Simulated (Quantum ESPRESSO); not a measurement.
Convergence study of the plane-wave cutoff for SrF2 (I4mm, 3 atoms in the cell)

```xyz
3
Lattice="0.0000 2.8855 2.8855 2.8855 0.0000 2.8855 2.8855 2.8855 0.0000" Properties=species:S:1:pos:R:3 pbc="T T T"
Sr     0.0000     0.0000     0.0500
F      1.4427     1.4427     1.4427
F      4.3282     4.3282     4.3282
```

Method: PBE, SSSP 1.1.2 efficiency (PBE) pseudopotentials (plane waves; Quantum ESPRESSO).

Base settings: ecutwfc = 40 Ry; ecutrho = 320 Ry; occupations = smearing; smearing = fd; degauss = 0.00147 Ry; potentials = {Sr: Sr_pbe_v1.uspp.F.UPF, F: f_pbe_v1.4.uspp.F.UPF}; K_POINTS = automatic 3 3 3 0 0 0; conv_thr = 1e-08 Ry.

Moved along: ecutrho.

The second cell is the first with its lattice scaled by 0.98.

The mesh stays at the base's, so the ladder's end is converged at best in this setting alone.

Only quantities that move along the ladder and can be compared are tabulated; the gap is left out on so coarse a mesh.

The count of work is k-points × plane waves × bands × iterations; it is no time. 

The starting cell has typed, rounded lattice constants, without a prior relaxation at this level. Its lattice was rescaled by up to half a per cent. One atom was moved a little off its site on purpose.

```csv
ecutwfc,free energy less the last step's (meV/atom),energy of the compressed cell less the first (meV/atom),pressure (GPa),largest difference of a force vector from the last step's (eV/Å),count of work / last
14 Ry,14299.68,-216.96,-347.56,0.247,0.046
16 Ry,8727.05,30.00,-244.64,0.075,0.061
18 Ry,5006.01,-157.04,-160.10,0.022,0.074
20 Ry,2852.83,170.44,-102.35,0.050,0.080
22 Ry,1646.06,92.64,-65.14,0.019,0.11
24 Ry,988.79,0.11,-42.37,0.008,0.14
28 Ry,275.61,52.64,-13.10,0.005,0.19
32 Ry,78.52,34.72,-2.64,0.002,0.24
36 Ry,17.12,33.91,1.57,0.000,0.27
40 Ry,3.12,34.51,2.91,0.000,0.24
44 Ry,1.11,34.40,3.22,0.000,0.32
48 Ry,0.99,34.42,3.25,0.000,0.36
54 Ry,0.78,34.41,3.24,0.000,0.42
60 Ry,0.59,34.42,3.25,0.000,0.51
70 Ry,0.48,34.41,3.23,0.000,0.62
80 Ry,0.21,34.41,3.23,0.000,0.68
96 Ry,0.00,34.42,3.25,0.000,1.0
```

Coarsest ecutwfc that holds the energy of the compressed cell less the first within 1 meV/atom of the last step, with all finer ones: 32 Ry, at 0.24 of the last step's count of work; the step before is off by 18 meV/atom.

Coarsest ecutwfc that holds the free energy within 5 meV/atom of the last step, with all finer ones: 40 Ry, at 0.24 of the last step's count of work; the step before is off by 17 meV/atom.

Coarsest ecutwfc that holds the pressure within 0.05 GPa of the last step, with all finer ones: 44 Ry, at 0.32 of the last step's count of work; the step before is off by 0.34 GPa.

The energy difference between the two cells stays within 1 meV/atom of the last step's from 32 Ry on, the total only from 48 Ry on: much of the error is common to both cells and cancels.

At the lowest cutoff the pressure lies 351 GPa under the last step's, the usual sign of Pulay stress in an incomplete plane-wave basis.
